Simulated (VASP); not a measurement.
Write the native input for VASP 6.6.1 that does the following.

| Property | Result |
| --- | --- |
| Task | band structure |
| Functional | PBE |
| Potentials or basis | VASP PAW PBE potentials, release 64 (Eu, S) |
| Cutoff | 520 eV |
| k mesh | 6 × 6 × 6 |
| Occupations | fermi-dirac, width 0.05 eV |
| Spin | collinear spin, ferromagnetic start, spin-orbit coupling |
| Starting moments | [[4.95, 4.95, 0.0], [0.0, 0.0, 0.0]] μB |
| Further INCAR settings | ALGO = Normal; EDIFF = 1e-07; NBANDS = 35 |

The structure of EuS lies in POSCAR:

```
EuS
1.0
    0.0000000000      2.9785000000      2.9785000000
    2.9785000000      0.0000000000      2.9785000000
    2.9785000000      2.9785000000      0.0000000000
Eu S
1 1
Direct
    0.0000000000      0.0000000000      0.0000000000
    0.5000000000      0.5000000000      0.5000000000
```

The input as run:

INCAR

```
PREC = Accurate ; ENCUT = 520
EDIFF = 1E-7 ; ISMEAR = -1
SIGMA = 0.05 ; LREAL = F
LASPH = T ; NELM = 120
ALGO = Normal ; ISIF = 2
LWAVE = F ; LCHARG = F
MAGMOM = 4.95 4.95 0 0 0 0 ; LORBIT = 11
LSORBIT = T ; GGA_COMPAT = F
LORBMOM = T ; LMAXMIX = 6
GGA = PE ; NBANDS = 35
```

KPOINTS

```
regular mesh
0
Gamma
  6 6 6
```

KPOINTS_OPT

```
path GXWKGLUWLK,UX
20
line-mode
reciprocal
 0.0000000000  0.0000000000  0.0000000000  G
 0.5000000000  0.0000000000  0.5000000000  X

 0.5000000000  0.0000000000  0.5000000000  X
 0.5000000000  0.2500000000  0.7500000000  W

 0.5000000000  0.2500000000  0.7500000000  W
 0.3750000000  0.3750000000  0.7500000000  K

 0.3750000000  0.3750000000  0.7500000000  K
 0.0000000000  0.0000000000  0.0000000000  G

 0.0000000000  0.0000000000  0.0000000000  G
 0.5000000000  0.5000000000  0.5000000000  L

 0.5000000000  0.5000000000  0.5000000000  L
 0.6250000000  0.2500000000  0.6250000000  U

 0.6250000000  0.2500000000  0.6250000000  U
 0.5000000000  0.2500000000  0.7500000000  W

 0.5000000000  0.2500000000  0.7500000000  W
 0.5000000000  0.5000000000  0.5000000000  L

 0.5000000000  0.5000000000  0.5000000000  L
 0.3750000000  0.3750000000  0.7500000000  K

 0.6250000000  0.2500000000  0.6250000000  U
 0.5000000000  0.0000000000  0.5000000000  X
```

Potentials or basis: VASP PAW PBE potentials, release 64 (Eu, S).

Run with:

```sh
$ cat potpaw_PBE.64/Eu/POTCAR potpaw_PBE.64/S/POTCAR > POTCAR
$ mpirun -np 1 vasp_ncl > vasp.out
```

It gave:

- Pressure: -3.0 GPa
- Net moment: 6.93 μB per cell
- Valence electrons inside the program's atomic spheres: Eu 14.77; S 3.75

Caveat: a cell with one magnetic atom can't hold antiferromagnetic order, which such compounds often take.

It took 21 min on 1 thread of AMD EPYC 9R14 (Zen 4) (shared host), peak memory 0.49 GiB.
